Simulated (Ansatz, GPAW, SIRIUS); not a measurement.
## Al: 3 runs at one level of theory

```
Al
1.0
     0.00000    2.02481    2.02481
     2.02481    0.00000    2.02481
     2.02481    2.02481    0.00000
Al
1
Direct
  0.00000 0.00000 0.00000
```

Alike in all runs: task equation of state; functional BLYP; k mesh 11 × 11 × 11; occupations fermi-dirac, width 0.05 eV; no spin polarisation; no spin-orbit coupling.

```csv
program and potentials,plane-wave cutoff (eV),notes,equilibrium volume (Å³/atom),bulk modulus (GPa)
"Ansatz, Ansatz PAW",420,"potentials made for PBE, which Ansatz adapts in part",17.38,58.7
"SIRIUS, all-electron FP-LAPW, apw+lo standard",-,-,17.38,58.5
"GPAW, PAW data sets generated for this functional",600,-,17.38,58.8
```

All agree on the equilibrium volume. The bulk modulus spans 58.5 (SIRIUS, all-electron FP-LAPW, apw+lo standard) to 58.8 GPa (GPAW, PAW data sets generated for this functional), with all-electron results at 58.5. Some sets were made for another functional than the one run, which can shift their rows. For a metal such a mesh isn't converged, which the comparison doesn't need.

The functional is the same throughout but for its coding, so the spread measures potentials, basis and numerics; runs on potential files found faulty are left out.
